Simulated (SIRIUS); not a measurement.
Here is a SIRIUS 7.12.0 calculation.

sirius.json

```json
{
  "control": {
    "processing_unit": "cpu",
    "std_evp_solver_name": "lapack",
    "gen_evp_solver_name": "lapack",
    "verbosity": 2,
    "print_forces": true,
    "ortho_rf": true,
    "use_second_variation": true,
    "rmt_max": 3.0,
    "num_bands_to_print": 24,
    "save_wf": true
  },
  "parameters": {
    "electronic_structure_method": "full_potential_lapwlo",
    "xc_functionals": ["XC_GGA_X_PBE", "XC_GGA_C_PBE"],
    "core_relativity": "dirac",
    "valence_relativity": "iora",
    "num_fv_states": 26,
    "smearing": "fermi_dirac",
    "smearing_width": 0.0003674932,
    "pw_cutoff": 20,
    "gk_cutoff": 3.71,
    "lmax_apw": 10,
    "lmax_rho": 8,
    "lmax_pot": 8,
    "num_mag_dims": 1,
    "auto_rmt": 0,
    "ngridk": [9, 9, 9],
    "shiftk": [0, 0, 0],
    "num_dft_iter": 80,
    "energy_tol": 1e-07,
    "density_tol": 1e-05,
    "use_symmetry": true
  },
  "settings": {"tol_ne": 1e-10},
  "iterative_solver": {"type": "exact"},
  "mixer": {"type": "anderson", "beta": 0.4, "max_history": 8},
  "unit_cell": {
    "lattice_vectors": [[5.444300965, 0.0, 0.0], [0.0, 5.444300965, 0.0], [0.0, 0.0, 5.444300965]],
    "atom_types": ["Al", "Ni"],
    "atom_files": {"Al": "Al.json", "Ni": "Ni.json"},
    "atoms": {"Al": [[0.0, 0.0, 0.0, 0.0, 0.0, 0.0]], "Ni": [[0.5, 0.5, 0.5, 0.0, 0.0, 1.0]]}
  }
}
```

Al.json

```json
{
  "name": "aluminium",
  "symbol": "Al",
  "number": 13,
  "mass": 26.9815386,
  "rmin": 1e-06,
  "rmt": 2.27,
  "nrmt": 800,
  "rinf": 20.43,
  "core": "1s",
  "valence": [
    {"basis": [{"enu": 0.11, "dme": 0, "n": 0, "auto": 0}, {"enu": 0.11, "dme": 1, "n": 0, "auto": 0}]},
    {"l": 0, "n": 1, "basis": [{"enu": 0.1673, "dme": 0, "n": 0, "auto": 0}]},
    {"l": 1, "n": 2, "basis": [{"enu": 0.21, "dme": 0, "n": 0, "auto": 0}]},
    {"l": 2, "n": 3, "basis": [{"enu": 0.21, "dme": 0, "n": 0, "auto": 0}]},
    {"l": 3, "n": 4, "basis": [{"enu": 0.21, "dme": 0, "n": 0, "auto": 0}]}
  ],
  "lo": [
    {
      "l": 0,
      "basis": [{"enu": 0.1673, "dme": 0, "n": 0, "auto": 0}, {"enu": 0.1673, "dme": 1, "n": 0, "auto": 0}]
    },
    {
      "l": 0,
      "basis": [{"enu": -3.635, "dme": 0, "n": 2, "auto": 1}, {"enu": -3.635, "dme": 1, "n": 2, "auto": 1}]
    },
    {
      "l": 0,
      "basis": [{"enu": -3.635, "dme": 1, "n": 2, "auto": 1}, {"enu": 0.1673, "dme": 0, "n": 0, "auto": 0}]
    },
    {
      "l": 0,
      "basis": [{"enu": 0.1673, "dme": 0, "n": 0, "auto": 0}, {"enu": 3.2724, "dme": 0, "n": 0, "auto": 0}]
    },
    {"l": 1, "basis": [{"enu": 0.21, "dme": 0, "n": 0, "auto": 0}, {"enu": 0.21, "dme": 1, "n": 0, "auto": 0}]},
    {
      "l": 1,
      "basis": [{"enu": -2.2497, "dme": 0, "n": 2, "auto": 1}, {"enu": -2.2497, "dme": 1, "n": 2, "auto": 1}]
    },
    {
      "l": 1,
      "basis": [{"enu": -2.2497, "dme": 1, "n": 2, "auto": 1}, {"enu": 0.21, "dme": 0, "n": 0, "auto": 0}]
    },
    {"l": 1, "basis": [{"enu": 0.21, "dme": 0, "n": 0, "auto": 0}, {"enu": 3.7808, "dme": 0, "n": 0, "auto": 0}]},
    {"l": 2, "basis": [{"enu": 0.21, "dme": 0, "n": 0, "auto": 0}, {"enu": 0.21, "dme": 1, "n": 0, "auto": 0}]},
    {"l": 2, "basis": [{"enu": 0.21, "dme": 1, "n": 0, "auto": 0}, {"enu": 0.21, "dme": 2, "n": 0, "auto": 0}]},
    {"l": 2, "basis": [{"enu": 0.21, "dme": 0, "n": 0, "auto": 0}, {"enu": 3.2374, "dme": 0, "n": 0, "auto": 0}]},
    {"l": 3, "basis": [{"enu": 0.21, "dme": 0, "n": 0, "auto": 0}, {"enu": 0.21, "dme": 1, "n": 0, "auto": 0}]}
  ],
  "free_atom": [... radial grid and density of the free atom, the start of the SCF ...]
}
```

File Ni.json:

```json
{
  "name": "nickel",
  "symbol": "Ni",
  "number": 28,
  "mass": 58.6934,
  "rmin": 1e-06,
  "rmt": 2.37,
  "nrmt": 800,
  "rinf": 14.89,
  "core": "1s2s2p",
  "valence": [
    {"basis": [{"enu": 0.11, "dme": 0, "n": 0, "auto": 0}, {"enu": 0.11, "dme": 1, "n": 0, "auto": 0}]},
    {"l": 0, "n": 1, "basis": [{"enu": 0.21, "dme": 0, "n": 0, "auto": 0}]},
    {"l": 1, "n": 2, "basis": [{"enu": 0.21, "dme": 0, "n": 0, "auto": 0}]},
    {"l": 2, "n": 3, "basis": [{"enu": 0.1991, "dme": 0, "n": 0, "auto": 0}]},
    {"l": 3, "n": 4, "basis": [{"enu": 0.21, "dme": 0, "n": 0, "auto": 0}]}
  ],
  "lo": [
    {"l": 0, "basis": [{"enu": 0.21, "dme": 0, "n": 0, "auto": 0}, {"enu": 0.21, "dme": 1, "n": 0, "auto": 0}]},
    {
      "l": 0,
      "basis": [{"enu": -3.6266, "dme": 0, "n": 3, "auto": 1}, {"enu": -3.6266, "dme": 1, "n": 3, "auto": 1}]
    },
    {
      "l": 0,
      "basis": [{"enu": -3.6266, "dme": 1, "n": 3, "auto": 1}, {"enu": 0.21, "dme": 0, "n": 0, "auto": 0}]
    },
    {"l": 0, "basis": [{"enu": 0.21, "dme": 0, "n": 0, "auto": 0}, {"enu": 3.0585, "dme": 0, "n": 0, "auto": 0}]},
    {"l": 1, "basis": [{"enu": 0.21, "dme": 0, "n": 0, "auto": 0}, {"enu": 0.21, "dme": 1, "n": 0, "auto": 0}]},
    {
      "l": 1,
      "basis": [{"enu": -2.1909, "dme": 0, "n": 3, "auto": 1}, {"enu": -2.1909, "dme": 1, "n": 3, "auto": 1}]
    },
    {
      "l": 1,
      "basis": [{"enu": -2.1909, "dme": 1, "n": 3, "auto": 1}, {"enu": 0.21, "dme": 0, "n": 0, "auto": 0}]
    },
    {"l": 1, "basis": [{"enu": 0.21, "dme": 0, "n": 0, "auto": 0}, {"enu": 3.4858, "dme": 0, "n": 0, "auto": 0}]},
    {
      "l": 2,
      "basis": [{"enu": 0.1991, "dme": 0, "n": 0, "auto": 0}, {"enu": 0.1991, "dme": 1, "n": 0, "auto": 0}]
    },
    {
      "l": 2,
      "basis": [{"enu": 0.1991, "dme": 1, "n": 0, "auto": 0}, {"enu": 0.1991, "dme": 2, "n": 0, "auto": 0}]
    },
    {
      "l": 2,
      "basis": [{"enu": 0.1991, "dme": 0, "n": 0, "auto": 0}, {"enu": 2.9764, "dme": 0, "n": 0, "auto": 0}]
    },
    {"l": 3, "basis": [{"enu": 0.21, "dme": 0, "n": 0, "auto": 0}, {"enu": 0.21, "dme": 1, "n": 0, "auto": 0}]},
    {"l": 3, "basis": [{"enu": 0.21, "dme": 0, "n": 0, "auto": 0}, {"enu": 3.3078, "dme": 0, "n": 0, "auto": 0}]}
  ],
  "free_atom": [... radial grid and density of the free atom, the start of the SCF ...]
}
```

Contents of sirius_start.json:

```json
{
  "control": {
    "processing_unit": "cpu",
    "std_evp_solver_name": "lapack",
    "gen_evp_solver_name": "lapack",
    "verbosity": 1,
    "print_forces": false,
    "ortho_rf": true,
    "use_second_variation": true,
    "rmt_max": 3.0,
    "num_bands_to_print": 24,
    "save_wf": false
  },
  "parameters": {
    "electronic_structure_method": "full_potential_lapwlo",
    "xc_functionals": ["XC_LDA_X", "XC_LDA_C_PW"],
    "core_relativity": "dirac",
    "valence_relativity": "iora",
    "num_fv_states": 26,
    "smearing": "fermi_dirac",
    "smearing_width": 0.0055123983,
    "pw_cutoff": 20,
    "gk_cutoff": 2.97,
    "lmax_apw": 10,
    "lmax_rho": 8,
    "lmax_pot": 8,
    "num_mag_dims": 1,
    "auto_rmt": 0,
    "ngridk": [4, 4, 4],
    "shiftk": [0, 0, 0],
    "num_dft_iter": 30,
    "energy_tol": 0.01,
    "density_tol": 0.05,
    "use_symmetry": true
  },
  "settings": {"tol_ne": 1e-10},
  "iterative_solver": {"type": "exact"},
  "mixer": {"type": "anderson", "beta": 0.4, "max_history": 8},
  "unit_cell": {
    "lattice_vectors": [[5.444300965, 0.0, 0.0], [0.0, 5.444300965, 0.0], [0.0, 0.0, 5.444300965]],
    "atom_types": ["Al", "Ni"],
    "atom_files": {"Al": "Al.json", "Ni": "Ni.json"},
    "atoms": {"Al": [[0.0, 0.0, 0.0, 0.0, 0.0, 0.0]], "Ni": [[0.5, 0.5, 0.5, 0.0, 0.0, 1.0]]}
  }
}
```

Potentials or basis: all-electron FP-LAPW, apw+lo standard.

Command:

```console
$ OMP_NUM_THREADS=1 sirius.scf --input=sirius_start.json --output=start.json
$ OMP_NUM_THREADS=1 sirius.scf --input=sirius.json --output=output.json --task=1
```

**Question.** Predict the band gap on the k mesh.

**Answer.** None (metal or under the smearing width).

**Question.** Predict the net moment.

**Answer.** 0.00 μB per cell.
